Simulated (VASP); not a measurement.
Set up this calculation in VASP 6.6.1, as the native input.

```
Task                   : single point
Functional             : r2SCAN
Potentials or basis    : VASP PAW PBE potentials, release 64 (Ga_d, Sb)
Cutoff                 : 520 eV
k mesh                 : 8 × 8 × 8
Occupations            : gaussian, width 0.01 eV
Spin                   : no spin polarisation
Dipole correction      : no
Further INCAR settings : ALGO = Normal; EDIFF = 1e-06; NBANDS = 16
```

Crystal: GaSb.

```
Ga Sb
1.0
     0.00000    2.93864    3.06588
     2.93864    0.00000    3.06588
     2.93864    2.93864    0.00000
Ga Sb
1 1
Cartesian
  0.0000 0.0000 0.0000
  1.4693 1.4693 1.5329
```

The cell was built by a generator and needn't be a form met in nature.

The cell isn't the ideal one: biaxial_xy strain -4.2%.

One way to write it, as run:

POSCAR

```
GaSb
1.0
    0.0000000000      2.9386448300      3.0658788003
    2.9386448300      0.0000000000      3.0658788003
    2.9386448300      2.9386448300      0.0000000000
Ga Sb
1 1
Direct
    0.0000000000      0.0000000000      0.0000000000
    0.2500000000      0.2500000000      0.2500000000
```

INCAR.step1

```
SYSTEM = GaSb
PREC = Accurate ; ENCUT = 520
ISMEAR = 0 ; SIGMA = 0.01
LREAL = .FALSE. ; LASPH = .TRUE.
NELM = 100 ; NBANDS = 16
GGA = PE ; ALGO = Normal
EDIFF = 1E-4 ; LWAVE = .TRUE.
LCHARG = .FALSE.
```

INCAR.step2

```
SYSTEM = GaSb
PREC = Accurate ; ENCUT = 520
EDIFF = 1E-6 ; ISMEAR = 0
SIGMA = 0.01 ; LREAL = .FALSE.
LASPH = .TRUE. ; NELM = 100
ALGO = Normal ; ISIF = 2
LWAVE = .FALSE. ; LCHARG = .TRUE.
METAGGA = R2SCAN ; LMIXTAU = .TRUE.
LELF = .TRUE. ; LVHAR = .TRUE.
NBANDS = 16 ; ISTART = 1
```

KPOINTS

```
Automatic mesh
0
G
  8 8 8
  0 0 0
```

Potentials or basis: VASP PAW PBE potentials, release 64 (Ga_d, Sb).

Command:

```sh
$ cat potpaw_PBE.64/Ga_d/POTCAR potpaw_PBE.64/Sb/POTCAR > POTCAR
$ cp INCAR.step1 INCAR
$ mpirun -np 1 vasp_std > vasp.out
$ cp INCAR.step2 INCAR
$ mpirun -np 1 vasp_std > vasp.out
```

It gave:

```json
{
  "Pressure": "5.6 GPa",
  "Band gap on the k mesh": "0.74 eV, indirect (least direct gap 0.95 eV)"
}
```

Caveat: the PAW data sets were made with another functional, which shifts forces and pressure a little; spin-orbit coupling is left out, which moves the levels of the heavy elements.

It took 44 s on 1 thread of Intel(R) Xeon(R) 6975P-C (Granite Rapids), on a shared host, peak memory 0.22 GiB.
